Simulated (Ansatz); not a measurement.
## SiO2: single point with PBE

SiO2:

```
Si O
1.0
     5.06052    0.00000    0.00000
    -2.53026    4.38254    0.00000
     0.00000    0.00000    5.54135
Si O
3 6
Direct
  0.50000 0.00000 0.00000
  0.50000 0.50000 0.66667
  0.00000 0.50000 0.33333
  0.20861 0.79139 0.16667
  0.20861 0.41721 0.50000
  0.41721 0.20861 0.83333
  0.79139 0.20861 0.16667
  0.79139 0.58279 0.50000
  0.58279 0.79139 0.83333
```

The cell comes from a database or a generator and needn't be the stable form of this composition.

- Program: Ansatz 0.2.0
- Task: single point
- Functional: PBE
- Potentials or basis: Ansatz PAW
- Cutoff: 420 eV (not typed: the program's choice for these potentials)
- k mesh: 6 × 6 × 5
- Occupations: fermi-dirac, width 0.05 eV
- Spin: no spin polarisation

* Pressure: 5.0 GPa
* Largest force: 0.248 eV/Å
* Band gap on the k mesh: 5.71 eV, indirect (least direct gap 5.91 eV)

Forces in eV/Å, atoms in the order of the input:
```
Si   0.000  0.000  0.000
Si   0.000  0.000  0.000
Si   0.000  0.000  0.000
O   -0.215  0.124  0.000
O    0.000 -0.248  0.000
O   -0.215 -0.124  0.000
O    0.215 -0.124  0.000
O    0.000  0.248  0.000
O    0.215  0.124  0.000
```

Stress tensor (GPa, compression positive):
```
5.01 0.00 0.00
0.00 5.01 0.00
0.00 0.00 4.92
```

Levels at points of the mesh, in eV from the valence-band top:
| k point | band 21 | band 22 | band 23 | band 24 | band 25 | band 26 | band 27 | band 28 |
| --- | --- | --- | --- | --- | --- | --- | --- | --- |
| (0.00, 0.00, 0.00) | -0.99 | -0.47 | -0.47 | -0.20 | 5.71 | 9.00 | 9.00 | 9.24 |
| (0.00, -0.50, 0.00) | -1.15 | -1.00 | -0.35 | -0.01 | 7.77 | 8.59 | 9.67 | 9.72 |

It took 2.7 s on 4 threads of Intel(R) Xeon(R) Platinum 8375C CPU @ 2.90GHz (Ice Lake), on a shared host, peak memory 0.48 GiB.

Caveat: odd divisions of the mesh miss points on the zone boundary, where band edges often lie, so the gap on the mesh can be too wide; the pressure holds a Pulay correction of +0.6 GPa for the finite cutoff. A k mesh can miss the band edges.
